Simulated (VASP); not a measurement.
**VASP 6.6.1 run: CdSe**

INCAR

```
NELM = 120
NSW = 0
EDIFF = 1E-7
LWAVE = .FALSE.
NBANDS = 16
GGA = AM
LCHARG = .FALSE.
ENCUT = 520
ISIF = 2
ISMEAR = -1
PREC = Accurate
LREAL = .FALSE.
LASPH = .TRUE.
SIGMA = 0.02
IBRION = -1
```

KPOINTS

```
KPOINTS created by Atomic Simulation Environment
0
Gamma
8 8 8
0 0 0
```

POSCAR

```
Cd Se
 1.0000000000000000
     0.0773857186000000    3.0838110646999999    3.0838110646999999
     3.0838110646999999    0.0773857186000000    3.0838110646999999
     3.0838110646999999    3.0838110646999999    0.0773857186000000
 Cd  Se
   1   1
Cartesian
  0.0172805137631156  0.0172805137631156  0.0172805137631156
  1.5439714482368845  1.5439714482368845  1.5439714482368847
```

The recommended PBE PAW datasets give the neutral cell 18 valence electrons.

Command

```
mpirun -np 1 vasp_std
```

OSZICAR

```
N       E                     dE             d eps       ncg     rms          rms(c)
DAV:   1     0.106536582326E+03    0.10654E+03   -0.88375E+03  2136   0.101E+03
DAV:   2    -0.201914024851E+01   -0.10856E+03   -0.10275E+03  2536   0.247E+02
DAV:   3    -0.605555102354E+01   -0.40364E+01   -0.40303E+01  2448   0.494E+01
DAV:   4    -0.607260273457E+01   -0.17052E-01   -0.17051E-01  2616   0.323E+00
DAV:   5    -0.607270898174E+01   -0.10625E-03   -0.10625E-03  2536   0.221E-01    0.597E+00
DAV:   6    -0.571110383343E+01    0.36161E+00   -0.56545E-01  3136   0.942E+00    0.477E+00
DAV:   7    -0.568846855963E+01    0.22635E-01   -0.14173E-01  2448   0.253E+00    0.211E+00
DAV:   8    -0.568879223717E+01   -0.32368E-03   -0.14164E-02  2312   0.143E+00    0.238E-01
DAV:   9    -0.568899039528E+01   -0.19816E-03   -0.15298E-03  2576   0.508E-01    0.455E-02
DAV:  10    -0.568908357459E+01   -0.93179E-04   -0.17686E-04  2552   0.160E-01    0.409E-02
DAV:  11    -0.568915667517E+01   -0.73101E-04   -0.13011E-04  2488   0.692E-02    0.164E-02
DAV:  12    -0.568915607899E+01    0.59618E-06   -0.22585E-06  2456   0.179E-02    0.812E-03
DAV:  13    -0.568915738267E+01   -0.13037E-05   -0.34841E-06  2512   0.104E-02    0.338E-03
DAV:  14    -0.568915736211E+01    0.20553E-07   -0.94989E-08  2064   0.234E-03
   1 F= -.56891574E+01 E0= -.56891574E+01  d E =-.953005E-08
```

From OUTCAR

```
k-points           NKPTS =     65   k-points in BZ     NKDIM =     65   number of bands    NBANDS=     16

   NELECT =      18.0000    total number of electrons

   dimension x,y,z NGX =    32 NGY =   32 NGZ =   32
   dimension x,y,z NGXF=    64 NGYF=   64 NGZF=   64

  energy-cutoff  :      520.00
  volume of cell :       56.45
      direct lattice vectors                 reciprocal lattice vectors
     0.077385719  3.083811065  3.083811065    -0.168371321  0.164249611  0.164249611
     3.083811065  0.077385719  3.083811065     0.164249611 -0.168371321  0.164249611
     3.083811065  3.083811065  0.077385719     0.164249611  0.164249611 -0.168371321

 k-points in reciprocal lattice and weights: KPOINTS created by Atomic Simulation Env
   0.00000000  0.00000000  0.00000000       0.002
   0.12500000  0.00000000 -0.00000000       0.012
   0.25000000  0.00000000 -0.00000000       0.012
   0.37500000  0.00000000  0.00000000       0.012
   0.50000000  0.00000000 -0.00000000       0.006
   0.12500000  0.12500000  0.00000000       0.012
   0.25000000  0.12500000 -0.00000000       0.023
   0.37500000  0.12500000  0.00000000       0.023
   ...

 E-fermi :   1.1788

 k-point     1 :       0.0000    0.0000    0.0000
  band No.  band energies     occupation
      1     -11.7152      2.00000
      2      -7.0752      2.00000
      3      -7.0537      2.00000
      4      -7.0537      2.00000
      5      -6.6898      2.00000
      6      -6.6898      2.00000
      7       0.7240      2.00000
      8       0.9183      2.00000
      9       0.9183      2.00000
     10       1.4253      0.00001
     11       6.5139      0.00000
     12       6.9002      0.00000
     13       6.9002      0.00000
     14      10.6490      0.00000
     15      11.9450      0.00000
     16      11.9450      0.00000

 k-point     2 :       0.1250    0.0000   -0.0000
  band No.  band energies     occupation
      1     -11.6605      2.00000
      2      -7.0570      2.00000
      3      -7.0372      2.00000
      4      -7.0058      2.00000
      5      -6.6917      2.00000
      6      -6.6898      2.00000
      7      -0.3261      2.00000
      8       0.6253      2.00000
      9       0.7928      2.00000
     10       2.4183      0.00000
     11       6.6056      0.00000
     12       6.8031      0.00000
     13       7.0807      0.00000
     14      11.0630      0.00000
     15      11.2429      0.00000
     16      11.3918      0.00000

 k-point     3 :       0.2500    0.0000   -0.0000
  band No.  band energies     occupation
      1     -11.5267      2.00000
      2      -7.0160      2.00000
      3      -7.0022      2.00000
      4      -6.8432      2.00000
      5      -6.6908      2.00000
      6      -6.6836      2.00000
      7      -1.7709      2.00000
      8       0.3394      2.00000
      9       0.5162      2.00000
     10       3.0757      0.00000
     11       6.8139      0.00000
     12       7.2101      0.00000
     13       7.3214      0.00000
     14      10.7227      0.00000
     15      10.9901      0.00000
     16      11.1030      0.00000

 ...

  Total        0.2221610      0.2221610      0.2221610     -0.1988387     -0.1988387     -0.1988387
  in kB        6.3058648      6.3058648      6.3058648     -5.6438773     -5.6438773     -5.6438773
  external PRESSURE =       6.3058648 kB  Pullay stress =       0.0000000 kB

 POSITION                                       TOTAL-FORCE (eV/Angst)
 -----------------------------------------------------------------------------------
      0.01728      0.01728      0.01728        -0.013980     -0.013980     -0.013980
      1.54397      1.54397      1.54397         0.013980      0.013980      0.013980
 -----------------------------------------------------------------------------------
    total drift:                                0.000098      0.000098      0.000098

  FREE ENERGIE OF THE ION-ELECTRON SYSTEM (eV)
  ---------------------------------------------------
  free  energy   TOTEN  =        -5.6891573621 eV

  energy  without entropy=       -5.6891573526  energy(sigma->0) =       -5.68915736
```

It converged. Results: gap between bands v and c on the k mesh 0.51 eV; least direct gap on the k mesh 0.51 eV; pressure 0.6 GPa; largest force 0.02 eV/Å. Band v is the last that the valence electrons fill when counted band by band, and c is the next.

For comparison, a separate PBE run of the intended cell, on usual settings and not on those above, gives a gap of 0.53 eV on its mesh and a pressure of 2.9 GPa.

The run above took about 53 s on one core of a shared host (Intel Xeon Platinum 8488C) and held 0.21 GiB at most.
